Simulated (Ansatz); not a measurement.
One input, then a changed one: Fe (sc type)

First run: DFT, PBE, all-electron LAPW, scalar-relativistic (Ansatz 0.2.0).

Command: `ansatz run input.yaml --threads 1 --pin off --max-ram 3072MiB --backend cpu --events-out ev --progress --plain --runs-dir out` It took 36 s on 1 thread of Arm Neoverse V2, with other jobs on the host, peak memory 0.49 GiB.

```yaml
crystal:
  lattice:
    - [2.1816934389, 0.0, 0.0]
    - [0.0, 2.1816934389, 0.0]
    - [0.0, 0.0, 2.1816934389]
  atoms:
    - { symbol: Fe, position: [0.0, 0.0, 0.0], spin: 2.5 }
magnetization:
  spin_polarized: true
kpoints:
  mp_grid: { grid: [18, 18, 18] }
scf:
  occupations: { method: fermi_dirac, width: 0.1 }
hamiltonian:
  xc: pbe
  pseudopotentials: { kind: all_electron, lapw: { basis_error: 0.001 } }
output:
  forces: true
  stress: true
  eigenvalues: true
  populations: true
```

The cell comes from a relaxation on PAW files under the same functional, begun from a prototype that needn't be the stable phase.

This run: volume at 0.78 of the series' base cell.

It converges in 9 SCF iterations at a pressure of 48.7 GPa, cell moment 1.63 μB.

The input is then changed:

```diff
 scf:
-  occupations: { method: fermi_dirac, width: 0.1 }
+  occupations: { method: tetrahedron }
 hamiltonian:
```

Q: Predict the outcome of the changed run.

A: It converges in 16 SCF iterations, cell moment 1.67 μB, free energy +23.9 meV/atom against the first run's. Results part of its log:
```
Warning: output.forces, output.stress, relax.cell or npt_langevin: where a Kohn–Sham band that disperses or a degenerate level is filled in part under the method tetrahedron, the forces or the stress that this run publishes need not agree with its energy (scf.occupations.method in the input reference, under Limitations); prefer a smearing scheme for the forces or the stress
SCF 1 converged in 16 iterations: F = -34632.945818 eV  dr2 = 3.80e-12
this state was not tested for a lower state beside it, because cold or Methfessel-Paxton smearing, or corrected tetrahedra, fill the levels in a way that the test cannot read (fill_not_monotonic; see scf.lower_state_search)
SCF converged after 16 iterations
Magnetization: 1.6728 μB (8.8364 up, 7.1636 down)
Absolute magnetization: 1.7212 μB (∫|ρ↑−ρ↓|)
Spin contamination: 0.0155 ħ² per cell (⟨S²⟩ above its minimum at these occupations)
Per-site moments (μB) at R_I (Å): [(1.6771348696052435, 1.090846703195117)]
Free energy (F): -34632.945818 eV
Harris-Foulkes:  -34632.945818 eV  (|F-HF|=3.06e-10)
Internal energy: -34632.945798 eV  (E = F + TS)
E sigma→0 (E₀):  -34632.945818 eV
Entropy (-TS):   -0.000019 eV (-0.019 meV/atom)
Fermi energy:    21.095958 eV
--- Per-component energies (eV) ---
  E_band       = -176.947386
  E_kinetic    = 35119.241436
  E_xc         = -1524.461503
  E_electrostatic = -68227.725731  (all electrons and nuclei)
  E_smearing   = -0.000019  (= −TS)
  E_closure    = 0.000000  (closes the sum)
  E_atoms      = -34625.004615  (free atoms, spherical and without spin; not in F)
  Σ components = -34632.945818   (vs F -34632.945818, Δ=0.00e0)
  Basis errors (estimates in eV, not in F): energy 3.6e-4 per atom: plane waves 3.2e-4 (1.7e-4 summed), levels above the bands 0.0e0, relativity 2.2e-8, radial functions 4.0e-5, core shells 2.2e-7; eigenvalues (radial functions only) 3.7e-6; not estimated: angular momenta, meshes, grids; target (lapw.basis_error) 1.0e-3; muffin-tin radii Fe 1.091 Å
--- Forces (eV/Å), atoms counted from 1 ---
  atom   1  Fe    -0.00000000     0.00000000     0.00000000
  max |Σ_I F_I| component: 3.34e-33 eV/Å
--- Stress (GPa, compression-positive) ---
       49.203188       0.000000       0.000000
        0.000000      49.203188       0.000000
        0.000000       0.000000      49.203188
  P = ⅓ Tr σ = 49.2032 GPa (492.032 kbar)
--- Band table (eV; the first three rows and the last of 440) ---
  k-point 0 ↑: bands = ["-67.0444", "-32.5906", "-32.5906", "-32.5906", "11.9533", "16.2631", "16.2631", "21.2909", "21.2909", "21.2909", "42.7986", "42.7986", "42.7986", "47.4903"]
  k-point 1 ↑: bands = ["-67.0402", "-32.6186", "-32.5882", "-32.5882", "12.0632", "16.2841", "16.3353", "21.2288", "21.2288", "21.2958", "41.5795", "42.9551", "42.9551", "47.4426"]
  k-point 2 ↑: bands = ["-67.0279", "-32.6992", "-32.5812", "-32.5812", "12.3851", "16.3450", "16.5481", "21.0529", "21.0529", "21.3100", "39.2923", "43.4146", "43.4146", "47.3003"]
  k-point 219 ↓: bands = ["-64.6549", "-31.3585", "-31.3585", "-31.3585", "17.8721", "17.8721", "17.8721", "24.4330", "24.4330", "33.7656", "36.4115", "36.4115", "36.4115", "41.3083"]
--- Löwdin populations: 1 site ---
  site symbol       q [e]    m [muB]
     0     Fe     25.8271     1.7045
  spilling = 0.006650 (of n_electrons = 26.000000)
```
